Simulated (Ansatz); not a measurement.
This Ansatz 0.2.0 run on LiF (Griceite) needs a look.

input.yaml

```yaml
crystal:
  lattice:
    - [-0.022397, 1.969935, 1.98216]
    - [2.006232, -0.007695, 1.967459]
    - [2.060193, 2.009195, -0.061656]
  atoms:
    - { symbol: F, position: [0.5, 0.5, 0.5] }
    - { symbol: Li, position: [0.0, 0.0, 0.0] }
hamiltonian:
  xc: lda+u
  pseudopotentials: { kind: paw, source: ansatz }
  dispersion: d3bjatm
kpoints:
  mp_grid: { grid: [9, 9, 8] }
scf:
  occupations: { method: methfessel_paxton, width: 0.05 }
  n_extra_bands: 6
  max_iter: 75
output:
  forces: true
  stress: true
  eigenvalues: true
  dos: { projected: false, de: 0.05, nscf_kmesh: { grid: [14, 14, 12] } }
```

Potentials or basis: Ansatz PAW earlier set.

The run is started by

```console
$ ansatz run input.yaml --threads 1 --pin off --max-ram 2560MiB --backend cpu --events-out ev --progress --plain --runs-dir out
```

Output:

```text
Error: YAML parse error: error: line 10 column 7: hamiltonian.xc: unknown variant `lda+u`, expected one of `lda`, `lda-pw`, `pw92`, `pbe`, `pbesol`, `rpbe`, `revpbe`, `blyp`, `pbe0`, `revpbe0`, `b3lyp`, `b3lyp5`, `hse06`, `wpbeh`, `hiss`, `lc_wpbe`, `cam_b3lyp`, `hf`, `r2scan`, `r2scanh`, `r2scan0`, `r2scan50`, `mr2scan`
  --> <input>:10:7
   |
 8 |     - { symbol: Li, position: [0.0, 0.0, 0.0] }
 9 | hamiltonian:
10 |   xc: lda+u
   |       ^ hamiltonian.xc: unknown variant `lda+u`, expected one of `lda`, `lda-pw`, `pw92`, `pbe`, `pbesol`, `rpbe`, `revpbe`, `blyp`, `pbe0`, `revpbe0`, `b3lyp`, `b3lyp5`, `hse06`, `wpbeh`, `hiss`, `lc_wpbe`, `cam_b3lyp`, `hf`, `r2scan`, `r2scanh`, `r2scan0`, `r2scan50`, `mr2scan`
11 |   pseudopotentials: { kind: paw, source: ansatz }
12 |   dispersion: d3bjatm
   |
```

Question: Diagnose the run.

Answer: The program refused the input. The input holds a flaw that was put in on purpose: an unknown functional (hamiltonian.xc = lda+u).
